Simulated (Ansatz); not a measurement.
# NiO (Fm-3m) in Ansatz: a series of runs, part 3 of 3

Ansatz 0.2.0. The steps go on from the part before.

## Step 5: Single point, revPBE+D4, collinear spin, ferromagnetic start, 8.53 Å³/atom (volume scaled by 0.94)

The input, input.yaml:

```yaml
crystal:
  lattice:
    - [0.0, 2.0433202721, 2.0433202721]
    - [2.0433202721, 0.0, 2.0433202721]
    - [2.0433202721, 2.0433202721, 0.0]
  atoms:
    - { symbol: Ni, position: [0.0, 0.0, 0.0], spin: 1.0 }
    - { symbol: O, position: [0.5, 0.5, 0.5] }
hamiltonian:
  xc: revpbe
  pseudopotentials: { kind: paw }
  dispersion: d4
magnetization:
  spin_polarized: true
kpoints:
  mp_grid: { grid: [11, 11, 11] }
scf:
  occupations: { method: fermi_dirac, width: 0.05 }
output:
  forces: true
  stress: true
  eigenvalues: true
```

Command:

```sh
$ ansatz run input.yaml --threads 2 --pin off --max-ram 5120MiB --backend cpu --events-out ev --progress --plain --runs-dir out
```

It took 2.3 s on 2 threads of Arm Neoverse V2, shared host; peak memory 0.29 GiB.

Results (log left out):

- Free energy: -6411.6483 eV
- Pressure: 16.4 GPa
- Band gap on the k mesh: none (metal or under the smearing width)
- Net moment: 1.59 μB per cell
- Absolute moment: 1.59 μB per cell
- Site moments: Ni +1.29; O +0.24 μB

Caveat: the pressure holds a Pulay correction of +0.8 GPa for the finite cutoff; a cell with one magnetic atom can't hold antiferromagnetic order, which such compounds often take; semilocal functionals often make such compounds metallic where correlation or magnetic order opens a gap, which also shifts bond lengths; pairwise dispersion overbinds metals, which lowers pressure and volume; the PAW data sets come from PBE, with cores solved anew for the run's functional, which leaves a small shift of forces and pressure.

## Step 6: Single point, revPBE+D4, collinear spin, ferromagnetic start, 8.71 Å³/atom (volume scaled by 0.96)

Changes to input.yaml since step 5:

```diff
@@ -2,5 +2,5 @@
   lattice:
-    - [0.0, 2.0433202721, 2.0433202721]
-    - [2.0433202721, 0.0, 2.0433202721]
-    - [2.0433202721, 2.0433202721, 0.0]
+    - [0.0, 2.0577103256, 2.0577103256]
+    - [2.0577103256, 0.0, 2.0577103256]
+    - [2.0577103256, 2.0577103256, 0.0]
   atoms:
```

Potentials or basis: Ansatz PAW.

Command:

```sh
$ ansatz run input.yaml --threads 2 --pin off --max-ram 5120MiB --backend cpu --events-out ev --progress --plain --runs-dir out
```

Run time: 2.2 s. Hardware: 2 threads of Arm Neoverse V2, shared host; peak memory 0.29 GiB.

It converged, with:

```
Free energy            : -6411.6787 eV
Pressure               : 10.7 GPa
Band gap on the k mesh : none (metal or under the smearing width)
Net moment             : 1.67 μB per cell
Absolute moment        : 1.68 μB per cell
Site moments           : Ni +1.36; O +0.26 μB
```

Caveat: the pressure holds a Pulay correction of +0.7 GPa for the finite cutoff; a cell with one magnetic atom can't hold antiferromagnetic order, which such compounds often take; semilocal functionals often make such compounds metallic where correlation or magnetic order opens a gap, which also shifts bond lengths; pairwise dispersion overbinds metals, which lowers pressure and volume; the PAW data sets come from PBE, with cores solved anew for the run's functional, which leaves a small shift of forces and pressure.

## Step 7: Single point, revPBE+D4, collinear spin, ferromagnetic start, 8.89 Å³/atom (volume scaled by 0.98)

Changes to input.yaml since step 6:

```diff
@@ -2,5 +2,5 @@
   lattice:
-    - [0.0, 2.0577103256, 2.0577103256]
-    - [2.0577103256, 0.0, 2.0577103256]
-    - [2.0577103256, 2.0577103256, 0.0]
+    - [0.0, 2.0719018797, 2.0719018797]
+    - [2.0719018797, 0.0, 2.0719018797]
+    - [2.0719018797, 2.0719018797, 0.0]
   atoms:
```

Command:

```sh
$ ansatz run input.yaml --threads 2 --pin off --max-ram 5120MiB --backend cpu --events-out ev --progress --plain --runs-dir out
```

Wall time 2.3 s (2 threads of Arm Neoverse V2, shared host); peak memory 0.29 GiB.

Results (log left out):

```
Free energy            : -6411.6977 eV
Pressure               : 6.2 GPa
Band gap on the k mesh : none (metal or under the smearing width)
Net moment             : 1.75 μB per cell
Absolute moment        : 1.76 μB per cell
Site moments           : Ni +1.42; O +0.28 μB
```

Caveat: the pressure holds a Pulay correction of +0.7 GPa for the finite cutoff; a cell with one magnetic atom can't hold antiferromagnetic order, which such compounds often take; semilocal functionals often make such compounds metallic where correlation or magnetic order opens a gap, which also shifts bond lengths; pairwise dispersion overbinds metals, which lowers pressure and volume; the PAW data sets come from PBE, with cores solved anew for the run's functional, which leaves a small shift of forces and pressure.

## Step 8: Single point, revPBE+D4, collinear spin, ferromagnetic start, 9.08 Å³/atom

Changes to input.yaml since step 7:

```diff
@@ -2,5 +2,5 @@
   lattice:
-    - [0.0, 2.0719018797, 2.0719018797]
-    - [2.0719018797, 0.0, 2.0719018797]
-    - [2.0719018797, 2.0719018797, 0.0]
+    - [0.0, 2.0859016414, 2.0859016414]
+    - [2.0859016414, 0.0, 2.0859016414]
+    - [2.0859016414, 2.0859016414, 0.0]
   atoms:
@@ -22 +22,5 @@
   eigenvalues: true
+  write_density: true
+  write_potential: true
+  elf: true
+  volumetric_format: npy
```

Command:

```sh
$ ansatz run input.yaml --threads 2 --pin off --max-ram 5120MiB --backend cpu --events-out ev --progress --plain --runs-dir out
```

It took 2.9 s on 2 threads of Arm Neoverse V2, shared host; peak memory 0.29 GiB.

Results (log left out):

```
Free energy            : -6411.7073 eV
Pressure               : 2.3 GPa
Band gap on the k mesh : none (metal or under the smearing width)
Net moment             : 1.80 μB per cell
Absolute moment        : 1.81 μB per cell
Site moments           : Ni +1.46; O +0.29 μB
```

Caveat: the pressure holds a Pulay correction of +0.7 GPa for the finite cutoff; a cell with one magnetic atom can't hold antiferromagnetic order, which such compounds often take; semilocal functionals often make such compounds metallic where correlation or magnetic order opens a gap, which also shifts bond lengths; pairwise dispersion overbinds metals, which lowers pressure and volume; the PAW data sets come from PBE, with cores solved anew for the run's functional, which leaves a small shift of forces and pressure.

## Step 9: Single point, revPBE+D4, collinear spin, ferromagnetic start, 9.26 Å³/atom (volume scaled by 1.02)

Changes to input.yaml since step 8:

```diff
@@ -2,5 +2,5 @@
   lattice:
-    - [0.0, 2.0859016414, 2.0859016414]
-    - [2.0859016414, 0.0, 2.0859016414]
-    - [2.0859016414, 2.0859016414, 0.0]
+    - [0.0, 2.0997159621, 2.0997159621]
+    - [2.0997159621, 0.0, 2.0997159621]
+    - [2.0997159621, 2.0997159621, 0.0]
   atoms:
@@ -22,5 +22 @@
   eigenvalues: true
-  write_density: true
-  write_potential: true
-  elf: true
-  volumetric_format: npy
```

Potentials or basis: Ansatz PAW.

Command:

```sh
$ ansatz run input.yaml --threads 2 --pin off --max-ram 5120MiB --backend cpu --events-out ev --progress --plain --runs-dir out
```

It took 2.5 s on 2 threads of Arm Neoverse V2, shared host; peak memory 0.29 GiB.

The run converged. Its results:

| Property | Result |
| --- | --- |
| Free energy | -6411.7083 eV |
| Pressure | -0.9 GPa |
| Band gap on the k mesh | none (metal or under the smearing width) |
| Net moment | 1.84 μB per cell |
| Absolute moment | 1.85 μB per cell |
| Site moments | Ni +1.49; O +0.30 μB |

Caveat: the pressure holds a Pulay correction of +0.7 GPa for the finite cutoff; a cell with one magnetic atom can't hold antiferromagnetic order, which such compounds often take; semilocal functionals often make such compounds metallic where correlation or magnetic order opens a gap, which also shifts bond lengths; pairwise dispersion overbinds metals, which lowers pressure and volume; the PAW data sets come from PBE, with cores solved anew for the run's functional, which leaves a small shift of forces and pressure.

## Step 10: Single point, revPBE+D4, collinear spin, ferromagnetic start, 9.44 Å³/atom (volume scaled by 1.04)

Changes to input.yaml since step 9:

```diff
@@ -2,5 +2,5 @@
   lattice:
-    - [0.0, 2.0997159621, 2.0997159621]
-    - [2.0997159621, 0.0, 2.0997159621]
-    - [2.0997159621, 2.0997159621, 0.0]
+    - [0.0, 2.1133508634, 2.1133508634]
+    - [2.1133508634, 0.0, 2.1133508634]
+    - [2.1133508634, 2.1133508634, 0.0]
   atoms:
```

Command:

```sh
$ ansatz run input.yaml --threads 2 --pin off --max-ram 5120MiB --backend cpu --events-out ev --progress --plain --runs-dir out
```

Wall time 2.4 s (2 threads of Arm Neoverse V2, shared host); peak memory 0.29 GiB.

It converged, with:

```
Free energy            : -6411.8356 eV
Pressure               : -3.1 GPa
Band gap on the k mesh : none (metal or under the smearing width)
Net moment             : 1.87 μB per cell
Absolute moment        : 1.89 μB per cell
Site moments           : Ni +1.51; O +0.31 μB
```

Caveat: the pressure holds a Pulay correction of +0.7 GPa for the finite cutoff; a cell with one magnetic atom can't hold antiferromagnetic order, which such compounds often take; semilocal functionals often make such compounds metallic where correlation or magnetic order opens a gap, which also shifts bond lengths; pairwise dispersion overbinds metals, which lowers pressure and volume; the PAW data sets come from PBE, with cores solved anew for the run's functional, which leaves a small shift of forces and pressure.

## Step 11: Single point, revPBE+D4, collinear spin, ferromagnetic start, 9.62 Å³/atom (volume scaled by 1.06)

Changes to input.yaml since step 10:

```diff
@@ -2,5 +2,5 @@
   lattice:
-    - [0.0, 2.1133508634, 2.1133508634]
-    - [2.1133508634, 0.0, 2.1133508634]
-    - [2.1133508634, 2.1133508634, 0.0]
+    - [0.0, 2.1268120599, 2.1268120599]
+    - [2.1268120599, 0.0, 2.1268120599]
+    - [2.1268120599, 2.1268120599, 0.0]
   atoms:
```

Command:

```sh
$ ansatz run input.yaml --threads 2 --pin off --max-ram 5120MiB --backend cpu --events-out ev --progress --plain --runs-dir out
```

Run time: 2.5 s. Hardware: 2 threads of Arm Neoverse V2, shared host; peak memory 0.3 GiB.

It converged, with:

- Free energy: -6411.8202 eV
- Pressure: -8.3 GPa
- Band gap on the k mesh: none (metal or under the smearing width)
- Net moment: 1.90 μB per cell
- Absolute moment: 1.92 μB per cell
- Site moments: Ni +1.53; O +0.32 μB

Caveat: the pressure holds a Pulay correction of +0.7 GPa for the finite cutoff; a cell with one magnetic atom can't hold antiferromagnetic order, which such compounds often take; semilocal functionals often make such compounds metallic where correlation or magnetic order opens a gap, which also shifts bond lengths; pairwise dispersion overbinds metals, which lowers pressure and volume; the PAW data sets come from PBE, with cores solved anew for the run's functional, which leaves a small shift of forces and pressure.

## Step 12: Equation of state, revPBE+D4, collinear spin, ferromagnetic start

Potentials or basis: Ansatz PAW.

This step only gathers the single runs of the series.

Energy against volume, from the lowest point:
| volume (Å³/atom) | energy (meV/atom) |
| --- | --- |
| 8.531 | 93.65 |
| 8.713 | 78.45 |
| 8.894 | 68.96 |
| 9.076 | 64.17 |
| 9.257 | 63.66 |
| 9.439 | 0.00 |
| 9.620 | 7.69 |

Caveat: the potentials were made for another functional, which shifts forces and pressure.

## Step 13: Overview

```csv
task,level,U,k mesh,points for each segment of the path,q mesh,hubbard projectors,double counting,gap on the mesh (eV),pressure (GPa),moment (μB)
band structure,LDA,-,11 × 11 × 11,14,-,-,-,none,-19.8,0.30
phonons,PBE,-,10 × 10 × 10,8,2 × 2 × 2,-,-,none,-,1.73
band structure,PBEsol+U,Ni d U = 4 eV,11 × 11 × 11,14,-,ortho-atomic (the default),fll (the default),1.03,2.2,2.00
equation of state,revPBE+D4,-,11 × 11 × 11,-,-,-,-,-,-,-
```

Alike in all rows: potentials or basis Ansatz PAW; spin collinear, ferromagnetic start; cell as given; cutoff (eV) 420; smearing fermi-dirac 0.05 eV.

On the cell as given the gap runs from zero (LDA) to 0.99 eV (PBEsol+U); the meshes differ, which moves gaps too.

Caveats: semilocal functionals often make such compounds metallic where correlation or magnetic order opens a gap, which also shifts bond lengths (some runs); the PAW data sets come from PBE, with cores solved anew for the run's functional, which leaves a small shift of forces and pressure (some runs); a cell with one magnetic atom can't hold antiferromagnetic order, which such compounds often take (some runs); so large a pressure means that the cell lies far from this level's equilibrium, or that cutoff or potentials fall short (some runs); the magnetic or orbital state may not be the lowest (some runs); the potentials were made for another functional, which shifts forces and pressure (some runs).

Total energies depend on the potentials used, so only differences within one code and one set of settings carry meaning.

## Step 14: Comparison with measurements

Step 2. The gap isn't set beside the deposited one, since this odd mesh misses points on the zone boundary.

Step 3. Measured gap of NiO: 4.3 eV (quoted in “Local correlations, non-local screening, multiplets, and band formation in NiO”, 2012, arxiv:1210.6675). This calculation gives 0.00 eV (-4.30 eV). So large a miss can be the level of theory's own, or it may mean another phase, state or a wrong row. The value is that of PBE on a finite k mesh, which can miss the band edges, without temperature or zero-point motion. Semilocal functionals fall short of measured gaps as a rule. The run's magnetic order (collinear spin, ferromagnetic start) needn't be the measured crystal's.
